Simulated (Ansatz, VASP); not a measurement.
## One calculation of SnO2, two programs

```xyz
6
Lattice="4.4587 0.0000 0.0000 0.0000 4.4020 0.0000 0.0000 0.0000 3.0774" Properties=species:S:1:pos:R:3 pbc="T T T"
Sn    2.2293    2.2010    1.5387
Sn    0.0000    0.0000    0.0000
O     1.5971    1.1193    0.0000
O     3.8264    1.0817    1.5387
O     0.6323    3.3203    1.5387
O     2.8616    3.2827    0.0000
```

Alike in both runs: functional LDA; k mesh 6 × 6 × 10; occupations gaussian, width 0.02 eV; no spin polarisation.

Ansatz relaxed the structure, and its values are those at the end. VASP's run is a single point on that final structure, the one shown.

|  | VASP | Ansatz |
| --- | --- | --- |
| version | VASP 6.6.1 | Ansatz 0.2.0 |
| potentials or method | VASP PAW LDA potentials, release 64 (Sn_d, O) | scalar-relativistic, plane waves, PAW |
| plane-wave cutoff (eV) | 520 | 420 |
| valence electrons in the cell | 52 | 52 |

VASP gave:

- gap on the k mesh at the Fermi level (eV): 3.19
- least direct gap on the mesh (eV): 3.33
- rms of the force components (eV/Å): 0.016

Task: Estimate Ansatz's values.

Result: gap on the k mesh at the Fermi level (eV): 3.15; least direct gap on the mesh (eV): 3.30; rms of the force components (eV/Å): 0.000.

Caveats: spin-orbit coupling is left out, which moves the levels of the heavy elements. A k mesh can miss the band edges.
